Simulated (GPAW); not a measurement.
Runs of GPAW 26.7.0 on Te2Mo. The structure is hexagonal, space group P6_3/mmc (No. 194). The conventional cell has a = 3.518 Å, b = 3.518 Å, c = 13.974 Å, α = 90.00°, β = 90.00°, γ = 120.00°. Te (site symmetry 3m) has 3 Mo at 2.72 Å as nearest neighbours. Around Mo (site symmetry -6m2) lie 6 Te at 2.72 Å. 

```csv
task,level,potentials or basis,U,cell,k mesh,band path,band points,eigensolver,optimizer,fmax,mesh quality,gap on the mesh (eV),pressure (GPa),relaxed volume (Å³/atom),largest force (eV/Å)
band structure,LDA+U,"the program's PAW data sets (release 1.2.1) made for this functional, pw",Mo d U = 4 eV,as given,5 × 5 × 2,"GMKGALHA,LM,KH",60,-,-,-,coarse,0.66,-3.8,-,0.38
relaxation of cell and atoms,BLYP+D4,"PAW data sets generated in the run's folder for this functional, pw",-,relaxed,5 × 5 × 2,-,-,davidson,BFGS,0.05 eV/Å,coarse,0.58,0.2,24.94,0.04
relaxation of cell and atoms,PBEsol,"PAW data sets generated in the run's folder for this functional, pw",-,relaxed,5 × 5 × 2,-,-,-,BFGS,0.01 eV/Å,coarse,(a),0.0,24.41,-
band structure,r2SCAN,"GPAW PAW data sets (gpaw-data 1.2.1), pw",-,as given,6 × 6 × 2,"GMKGALHA,LM,KH",100,-,-,-,not flagged,0.93,(b),-,0.13
```

Alike in all rows: no spin polarisation; cutoff (eV) 600; smearing fermi-dirac 0.05 eV.

Task: Estimate the missing entries.

Result: (a) 0.67; (b) 1.8.

Caveats: spin-orbit coupling is left out, which moves the levels of the heavy elements; later steps reuse the first step's grids (some runs); an odd mesh through Γ misses points on the zone boundary, where band edges often lie (some runs); the U is typed as a test and isn't derived for this compound (some runs); this functional lacks dispersion, which binds the layers, so the pressure and a relaxed spacing across them are unreliable (some runs); the PAW data sets were made with another functional, which shifts forces and pressure a little (some runs); the mesh misses the band edges, which the band path finds closer together (some runs).

A k mesh can miss the band edges, and the runs leave out spin-orbit coupling on Mo, Te.
